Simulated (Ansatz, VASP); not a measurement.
BP: VASP beside Ansatz

The input INCAR:

```
SYSTEM = BP
ALGO = Normal
EDIFF = 1E-6
ENCUT = 520
GGA = PE
ISIF = 2
ISMEAR = -1
LASPH = .TRUE.
LCHARG = .FALSE.
LREAL = .FALSE.
LWAVE = .FALSE.
NBANDS = 11
NELM = 100
PREC = Accurate
SIGMA = 0.02
```

Contents of KPOINTS:

```
k-points
0
G
  10 10 10
  0 0 0
```

Contents of POSCAR:

```
BP
1.0
    0.0000000000      2.2683156724      2.2254445061
    2.2683156724      0.0000000000      2.2254445061
    2.2683156724      2.2683156724      0.0000000000
B P
1 1
Direct
    0.0000000000      0.0000000000      0.0000000000
    0.2500000000      0.2500000000      0.2500000000
```

Input for Ansatz:

```yaml
crystal:
  lattice:
    - [0.0, 2.2683156724, 2.2254445061]
    - [2.2683156724, 0.0, 2.2254445061]
    - [2.2683156724, 2.2683156724, 0.0]
  atoms:
    - { symbol: B, position: [0.0, 0.0, 0.0] }
    - { symbol: P, position: [0.25, 0.25, 0.25] }
kpoints:
  mp_grid: { grid: [10, 10, 10] }
  band_path:
    path:
      - [0.0, 0.0, 0.0]
      - [-0.5, -0.5, 0.0]
      - [-0.375, -0.375, 0.25]
      - [-0.375, 0.0, 0.375]
      - [0.0, 0.0, 0.5]
      - [-0.5, -0.25, 0.25]
      - [0.0, 0.4, 0.4]
    npoints: 1
hamiltonian:
  xc: pbe
scf:
  occupations: { method: fermi_dirac, width: 0.02 }
  n_extra_bands: 4
output:
  forces: true
  stress: true
  eigenvalues: true
```

Change from the starting cell: uniaxial_z strain -1.9%.

Alike in both runs: task single point; functional PBE; k mesh 10 × 10 × 10; occupations fermi-dirac, width 0.02 eV; no spin polarisation.

```csv
,VASP,Ansatz
version,VASP 6.6.1,Ansatz 0.2.0
potentials or method,"VASP PAW PBE potentials, release 64 (B, P)","plane waves, PAW"
plane-wave cutoff (eV),520,420
valence electrons in the cell,8,8
```

|  | VASP | Ansatz | Ansatz less VASP |
| --- | --- | --- | --- |
| gap on the k mesh at the Fermi level (eV) | 0.92 | 0.93 | +0.005 |
| pressure (GPa) | 4.3 | 4.6 | +0.26 |
| largest component of the traceless stress (GPa) | 3.37 | 3.37 | -0.006 |

A k mesh can miss the band edges.
